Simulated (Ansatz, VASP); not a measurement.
## Two plane-wave programs on Re

```xyz
2
Lattice="2.7408 0.0000 0.0000 -1.3704 2.3736 0.0000 0.0000 0.0000 4.4064" Properties=species:S:1:pos:R:3 pbc="T T T"
Re   -0.0253    1.5731    1.1580
Re    1.3452    0.7819    3.3612
```

Alike in both runs: functional LDA; k mesh 9 × 9 × 5; occupations fermi-dirac, width 0.05 eV; no spin polarisation.

Ansatz relaxed the structure, and its values are those at the end. VASP's run is a single point on that final structure, the one shown.

|  | VASP | Ansatz |
| --- | --- | --- |
| version | VASP 6.6.1 | Ansatz 0.2.0 |
| potentials or method | VASP PAW LDA potentials, release 64 (Re) | PAW with Ansatz's default frozen-core files, scalar-relativistic |
| plane-wave cutoff (eV) | 520 | 420 |
| valence electrons in the cell | 14 | 30 |

|  | VASP | Ansatz | Ansatz less VASP |
| --- | --- | --- | --- |
| pressure (GPa) | 1.5 | 0.0 | -1.55 |

The two sets of potentials don't hold the same shells in valence. Ansatz warned: «gradients_without_spin_orbit».

Spin-orbit coupling is left out, which matters for the levels of Re.
